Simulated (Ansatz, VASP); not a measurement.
# Two plane-wave programs on MnO2

INCAR

```
PREC = Accurate
ENCUT = 520
EDIFF = 1E-6
ISMEAR = -1
SIGMA = 0.05
LREAL = F
LASPH = T
NELM = 150
ALGO = Normal
ISIF = 2
LWAVE = F
LCHARG = T
ISPIN = 2
MAGMOM = 4.5 0 0 0 0 0
LORBIT = 11
LMAXMIX = 4
GGA = PE
LELF = T
LVHAR = T
NBANDS = 38
```

KPOINTS

```
Automatic mesh
0
Gamma
  5 5 8
```

The input POSCAR:

```
MnO2
1.0
    4.3960000000      0.0000000000      0.0000000000
    0.0000000000      4.3960000000      0.0000000000
    0.0000000000      0.0000000000      2.8710000000
Mn O
2 4
Direct
    0.0000000000      0.0000000000      0.0000000000
    0.5000000000      0.5000000000      0.5000000000
    0.3020000000      0.3020000000      0.0000000000
    0.1980000000      0.8020000000      0.5000000000
    0.6980000000      0.6980000000      0.0000000000
    0.8020000000      0.1980000000      0.5000000000
```

Input for Ansatz:

```yaml
crystal:
  lattice:
    - [4.396, 0.0, 0.0]
    - [0.0, 4.396, 0.0]
    - [0.0, 0.0, 2.871]
  atoms:
    - { symbol: Mn, position: [0.0, 0.0, 0.0], spin: 4.5 }
    - { symbol: Mn, position: [0.5, 0.5, 0.5] }
    - { symbol: O, position: [0.302, 0.302, 0.0] }
    - { symbol: O, position: [0.198, 0.802, 0.5] }
    - { symbol: O, position: [0.698, 0.698, 0.0] }
    - { symbol: O, position: [0.802, 0.198, 0.5] }
magnetization:
  spin_polarized: true
hamiltonian:
  xc: pbe
  pseudopotentials: { kind: paw }
basis:
  ecutwfc: 420
kpoints:
  mp_grid: { grid: [5, 5, 8] }
scf:
  occupations: { method: fermi_dirac, width: 0.05 }
  lower_state_search: "off"
output:
  forces: true
  stress: true
  write_density: true
  write_potential: true
  elf: true
  volumetric_format: npy
```

Alike in both runs: task single point; functional PBE; k mesh 5 × 5 × 8; occupations fermi-dirac, width 0.05 eV; collinear spin.

```csv
,VASP,Ansatz
version,VASP 6.6.1,Ansatz 0.2.0
potentials or method,"VASP PAW PBE potentials, release 64 (Mn_pv, O)","PAW, plane waves, scalar-relativistic"
plane-wave cutoff (eV),520,420
valence electrons in the cell,50,54
```

Ansatz gave:

```
pressure (GPa)                                                : 2.2
largest component of the traceless stress (GPa)               : 2.09
rms of the force components (eV/Å)                            : 0.171
net moment per atom (μB)                                      : 0.00
size of the moment on the site where the two differ most (μB) : 2.21
```

Q: Estimate VASP's values.

A: Pressure (GPa): -0.3; largest component of the traceless stress (GPa): 2.94; rms of the force components (eV/Å): 0.227; net moment per atom (μB): 0.51; size of the moment on the site where the two differ most (μB): 0.45.

The net moments differ so much that the two runs ended in different magnetic states, which moves the other rows too. Site moments also hang on the region over which each program counts them. Atom by atom the forces differ by 0.171 eV/Å (rms over components). The two sets of potentials don't hold the same shells in valence. Ansatz warned: «seeded_moment_not_kept».

Caveats: semilocal functionals often make such compounds metallic where correlation or magnetic order opens a gap, which also shifts bond lengths. With open d or f shells a metallic result of PBE can be an artefact of self-interaction; +U or a hybrid may open a gap.
